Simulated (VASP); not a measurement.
# C (Pm-3m) in VASP: a series of runs

The runs below take C through relaxation of cell and atoms, with RPBE, revPBE, BLYP, AM05.

Program: VASP 6.6.1. These are calculated values, not measurements. Logs are shortened: lines on timing, memory, paths and dates and some standing lists are left out, and cuts for length are marked.

### Step 1. The structure

It takes space group Pm-3m (No. 221, cubic). Conventional cell: a = 2.620 Å, b = 2.620 Å, c = 2.620 Å, α = 90.00°, β = 90.00°, γ = 90.00°. C (site symmetry 4/mmm) is surrounded by 8 C at 1.85 Å.

The cell was built by a generator and needn't be a form met in nature.

### Step 2. Relaxation of cell and atoms, RPBE

INCAR

```
  PREC = Accurate
  ENCUT = 600
  EDIFF = 1E-6
  ISMEAR = -1
  SIGMA = 0.05
  LREAL = False
  LASPH = True
  NELM = 80
  ALGO = Normal
  ISIF = 3
  LWAVE = False
  LCHARG = False
  GGA = RP
  IBRION = 2
  NSW = 60
  EDIFFG = -0.01
```

KPOINTS

```
regular mesh
0
Gamma
  10 10 10
```

POSCAR

```
C
1.0
    2.6197200000      0.0000000000      0.0000000000
    0.0000000000      2.6197200000      0.0000000000
    0.0000000000      0.0000000000      2.6197200000
C
3
Direct
    0.0000000000      0.5000000000      0.5000000000
    0.5000000000      0.0000000000      0.5000000000
    0.5000000000      0.5000000000      0.0000000000
```

Potentials or basis: VASP PAW PBE potentials, release 64 (C).

Started as:

```
$ cat potpaw_PBE.64/C/POTCAR > POTCAR
$ mpirun -np 1 vasp_std > vasp.out
```

OUTCAR:

```text
PREC = Accurate
   ENCUT = 600
   EDIFF = 1E-6
   ISMEAR = -1
   LREAL = False
   LASPH = True
   NELM = 80
   ISIF = 3
   GGA = RP
   IBRION = 2
   NSW = 60
   EDIFFG = -0.01

 ion  position               nearest neighbor table
   1  0.000  0.500  0.500-   2 1.85   3 1.85   3 1.85   2 1.85   2 1.85   3 1.85   3 1.85   2 1.85

   2  0.500  0.000  0.500-   1 1.85   3 1.85   3 1.85   1 1.85   3 1.85   3 1.85   1 1.85   1 1.85

   3  0.500  0.500  0.000-   1 1.85   2 1.85   1 1.85   2 1.85   2 1.85   2 1.85   1 1.85   1 1.85

  LATTYP: Found a simple cubic cell.
 ALAT       =     2.6197200000

  Lattice vectors:

 A1 = (   2.6197200000,   0.0000000000,   0.0000000000)
 A2 = (   0.0000000000,   2.6197200000,   0.0000000000)
 A3 = (   0.0000000000,   0.0000000000,   2.6197200000)

Analysis of symmetry for initial positions (statically):
=====================================================================
 Subroutine PRICEL returns:
 Original cell was already a primitive cell.

 Routine SETGRP: Setting up the symmetry group for a
 simple cubic supercell.

 Subroutine GETGRP returns: Found 48 space group operations
 (whereof 48 operations were pure point group operations)
 out of a pool of 48 trial point group operations.

The static configuration has the point symmetry O_h .

Analysis of symmetry for dynamics (positions and initial velocities):
=====================================================================
 Subroutine PRICEL returns:
 Original cell was already a primitive cell.

 Routine SETGRP: Setting up the symmetry group for a
 simple cubic supercell.

 Subroutine GETGRP returns: Found 48 space group operations
 (whereof 48 operations were pure point group operations)
 out of a pool of 48 trial point group operations.

The dynamic configuration has the point symmetry O_h .

 Subroutine INISYM returns: Found 48 space group operations
 (whereof 48 operations are pure point group operations),
 and found     1 'primitive' translations

----------------------------------------------------------------------------------------

                                     Primitive cell

  volume of cell :      17.9790

  direct lattice vectors                    reciprocal lattice vectors
     2.619720000  0.000000000  0.000000000     0.381720184  0.000000000  0.000000000
     0.000000000  2.619720000  0.000000000     0.000000000  0.381720184  0.000000000
     0.000000000  0.000000000  2.619720000     0.000000000  0.000000000  0.381720184

  length of vectors
     2.619720000  2.619720000  2.619720000     0.381720184  0.381720184  0.381720184

  position of ions in fractional coordinates (direct lattice)
     0.000000000  0.500000000  0.500000000
     0.500000000  0.000000000  0.500000000
     0.500000000  0.500000000  0.000000000

  ion indices of the primitive-cell ions
   primitive index   ion index
                 1           1
                 2           2
                 3           3

----------------------------------------------------------------------------------------

 KPOINTS: regular mesh

Automatic generation of k-mesh.
 Grid dimensions read from file:
 generate k-points for:   10   10   10

 Generating k-lattice:

  Cartesian coordinates                     Fractional coordinates (reciprocal lattice)
     0.038172018  0.000000000  0.000000000     0.100000000  0.000000000  0.000000000
     0.000000000  0.038172018  0.000000000     0.000000000  0.100000000  0.000000000
     0.000000000  0.000000000  0.038172018     0.000000000  0.000000000  0.100000000

  Length of vectors
     0.038172018  0.038172018  0.038172018

  Shift w.r.t. Gamma in fractional coordinates (k-lattice)
     0.000000000  0.000000000  0.000000000

 Subroutine IBZKPT returns following result:
 ===========================================

 Found     56 irreducible k-points:

 Following reciprocal coordinates:
            Coordinates               Weight
  0.000000  0.000000  0.000000      1.000000
  0.100000  0.000000  0.000000      6.000000
  0.200000  0.000000  0.000000      6.000000
  0.300000  0.000000  0.000000      6.000000
  0.400000  0.000000  0.000000      6.000000
  0.500000  0.000000  0.000000      3.000000
[... 16 lines left out ...]
  0.200000  0.100000  0.100000     24.000000
  0.300000  0.100000  0.100000     24.000000
 [... further k-points ...]
   k-points           NKPTS =     56   k-points in BZ     NKDIM =     56   number of bands    NBANDS=     10
   number of dos      NEDOS =    301   number of ions     NIONS =      3
   total plane-waves  NPLWV =  13824
   dimension x,y,z NGX =    24 NGY =   24 NGZ =   24
   dimension x,y,z NGXF=    48 NGYF=   48 NGZF=   48
   ions per type =               3
   NGX,Y,Z   is equivalent  to a cutoff of  15.23, 15.23, 15.23 a.u.
   NGXF,Y,Z  is equivalent  to a cutoff of  30.46, 30.46, 30.46 a.u.
 SYSTEM =  unknown system
   PREC   = accura    normal or accurate (medium, high low for compatibility)
   ISTART =      0    job   : 0-new  1-cont  2-samecut
   ICHARG =      2    charge: 1-file 2-atom 10-const
   ISPIN  =      1    spin polarized calculation?
   LNONCOLLINEAR =      F non collinear calculations
   LSORBIT =      F    spin-orbit coupling
   LASPH  =      T    aspherical Exc in radial PAW
   ENCUT  =  600.0 eV  44.10 Ry    6.64 a.u.   5.23  5.23  5.23*2*pi/ulx,y,z
   NELM   =     80;   NELMIN=  2; NELMDL= -5     # of ELM steps
   EDIFF  = 0.1E-05   stopping-criterion for ELM
   LREAL  =      F    real-space projection
   EDIFFG = -.1E-01   stopping-criterion for IOM
   NSW    =     60    number of steps for IOM
   IBRION =      2    ionic relax: 0-MD 1-quasi-New 2-CG
   NFREE  =      1    steps in history (QN), initial steepest desc. (CG)
   ISIF   =      3    stress and relaxation
   ISYM   =      2    0-nonsym 1-usesym 2-fastsym
   POTIM  = 0.5000    time-step for ionic-motion
   TEBEG  =    0.0;   TEEND  =   0.0 temperature during run
   PSTRESS=    0.0 pullay stress
   NELECT =      12.0000    total number of electrons
   NUPDOWN=      -1.0000    fix difference up-down
   EMIN   =  10.00;   EMAX   =-10.00  energy-range for DOS
   EFERMI =   0.00;   METHOD = LEGACY
   ISMEAR =    -1;   SIGMA  =   0.05  broadening in eV -4-tet -1-fermi 0-gaus
   EFERMI_NEDOS =   21; number of points for ismear=-14 and -15
   IALGO  =     38    algorithm
   IMIX   =      4    mixing-type and parameters
     AMIX     =   0.40;   BMIX     =  1.00
     AMIX_MAG =   1.60;   BMIX_MAG =  1.00
  volume/ion in A,a.u.               =       5.99        40.44
  Fermi-wavevector in a.u.,A,eV,Ry     =   1.430695  2.703621 27.849602  2.046888
  Thomas-Fermi vector in A             =   2.550512
   LORBIT       =      0    0 simple, 1 ext, 2 COOP (PROOUT), +10 PAW based schemes
   GGA     = RP    functional components
   LHFCALC =     F    Hartree Fock is set to
   AEXX    =    0.0000 exact exchange contribution
   IVDW    =     0    specifies the selected vdW correction
   LEPSILON=     F    determine dielectric tensor
   LRPA    =     F    only Hartree local field effects (RPA)
 conjugate gradient relaxation of ions
 non-spin polarized calculation
  energy-cutoff  :      600.00
  volume of cell :       17.98
 maximum number of plane-waves:       624
 NGX is ok and might be reduce to    24
   NGX = 11   NGY = 11   NGZ = 11

--------------------------------------- Ionic step        1  -------------------------------------------

 number of electron      11.9999999 magnetization

 Free energy of the ion-electron system (eV)
  ---------------------------------------------------
  ext. energy  EPLUGINS =         0.00000000
  ---------------------------------------------------
  free energy    TOTEN  =       -15.40361238 eV

  energy without entropy =      -15.39455063  energy(sigma->0) =      -15.39908151

------------------------ aborting loop because EDIFF is reached ----------------------------------------

  FORCE on cell =-STRESS in cart. coord.  units (eV):
  Direction    XX          YY          ZZ          XY          YZ          ZX
  --------------------------------------------------------------------------------------
  -------------------------------------------------------------------------------------
  Total        0.8695006      0.8695006      0.8695006      0.0000000      0.0000000      0.0000000
  in kB       77.4846784     77.4846784     77.4846784      0.0000000      0.0000000      0.0000000
  external PRESSURE =      77.4846784 kB  Pullay stress =       0.0000000 kB
[... 59 lines left out ...]
  energy  without entropy=      -15.4150499821  energy(sigma->0) =      -15.41855952

--------------------------------------- Ionic step        3  -------------------------------------------

 number of electron      11.9999999 magnetization

 Free energy of the ion-electron system (eV)
  ---------------------------------------------------
  ext. energy  EPLUGINS =         0.00000000
  ---------------------------------------------------
  free energy    TOTEN  =       -15.42210765 eV

  energy without entropy =      -15.41517305  energy(sigma->0) =      -15.41864035

 E-fermi :  10.1775     XC(G=0): -13.0901

 val. band max:       10.1437041060   @ k =   0.3000   0.1000   0.0000
 cond. band min:      10.1799915703   @ k =   0.3000   0.1000   0.1000
 fundamental gap:      0.0362874643
 Fermi energy:        10.1775283394

 k-point     1 :       0.0000    0.0000    0.0000
  band No.  band energies     occupation
      1     -11.8593      2.00000
      2       2.7119      2.00000
      3       2.7119      2.00000
      4       2.7119      2.00000
      5       7.1415      2.00000
      6       7.1415      2.00000
      7      14.5161      0.00000
      8      14.5161      0.00000
      9      14.5161      0.00000
     10      16.2035      0.00000
[... 287 lines left out ...]
 k-point    24 :       0.3000    0.1000    0.1000
  band No.  band energies     occupation
      1     -10.0810      2.00000
      2      -2.7897      2.00000
      3       2.8483      2.00000
      4       3.0822      2.00000
      5       9.3198      2.00000
      6      10.1800      0.97537
      7      10.8286      0.00000
      8      12.3435      0.00000
      9      14.4830      0.00000
     10      15.8903      0.00000

 [... further k-points ...]

------------------------ aborting loop because EDIFF is reached ----------------------------------------

  FORCE on cell =-STRESS in cart. coord.  units (eV):
  Direction    XX          YY          ZZ          XY          YZ          ZX
  --------------------------------------------------------------------------------------
  -------------------------------------------------------------------------------------
  Total       -0.0051591     -0.0051591     -0.0051591      0.0000000      0.0000000      0.0000000
  in kB       -0.4400425     -0.4400425     -0.4400425      0.0000000      0.0000000      0.0000000
  external PRESSURE =      -0.4400425 kB  Pullay stress =       0.0000000 kB
[... 18 lines left out ...]
  FREE ENERGIE OF THE ION-ELECTRON SYSTEM (eV)
  ---------------------------------------------------
  free  energy   TOTEN  =       -15.4221076484 eV

  energy  without entropy=      -15.4151730495  energy(sigma->0) =      -15.41864035

 reached required accuracy - stopping structural energy minimisation
```

Run time: 14 s. Hardware: 1 thread of Intel Xeon Platinum 8259CL at 2.50GHz (Skylake/Cascade Lake), shared host; peak memory 0.13 GiB.

What came out:

```yaml
Free_energy: -15.4221 eV
Relaxed_volume: 6.26 Å³/atom
Relaxed_cell: a = 2.658 Å, b = 2.658 Å, c = 2.658 Å, α = 90.00°, β = 90.00°, γ = 90.00°
Space_group_after_relaxing_to_0.05_Å: Pm-3m (No. 221)
Energy_gained_by_relaxing: 6.2 meV/atom
Ionic_steps: 3
Pressure_after_relaxing: 0.0 GPa
Band_gap_on_the_k_mesh: none (metal or under the smearing width)
```

The path:
```
step  energy change (eV)  largest force (eV/Å)  pressure (GPa)  volume (Å³)
   1              0.0000                0.0000            7.75        17.98
   2             -0.0185                0.0000            0.33        18.74
   3             -0.0185                0.0000           -0.04        18.78
```

Final structure:
```xyz
3
Lattice="2.6583 0.0000 0.0000 0.0000 2.6583 0.0000 0.0000 0.0000 2.6583" Properties=species:S:1:pos:R:3 pbc="T T T"
C     0.0000    1.3291    1.3291
C     1.3291    0.0000    1.3291
C     1.3291    1.3291    0.0000
```

Caveat: the PAW data sets were made with another functional, which shifts forces and pressure a little.

(Continued in part 2 of 2.)
